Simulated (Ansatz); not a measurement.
A crystal in the diamond structure was computed with r²SCAN in Ansatz (plane waves, PAW datasets (generated hard set); cutoff 700 eV), no spin polarisation, no spin–orbit coupling, Fermi–Dirac smearing of 0.1 eV, k-spacing 0.17 to 0.19 Å⁻¹. It has a₀ = 4.352 Å and B₀ = 135 GPa.

Q: Which is it?
A. Br
B. N
C. O
D. P
E. Cl

A: C. The five: O 4.352 Å, 135 GPa; Cl 6.438 Å, 18.8 GPa; N 4.157 Å, 172 GPa; Br 6.990 Å, 15.5 GPa; P 5.428 Å, 45 GPa.

Model structures, not the usual forms at ambient conditions (metastable or hypothetical): O, Cl, N, Br, P. Potentials made with PBE were used with another functional.
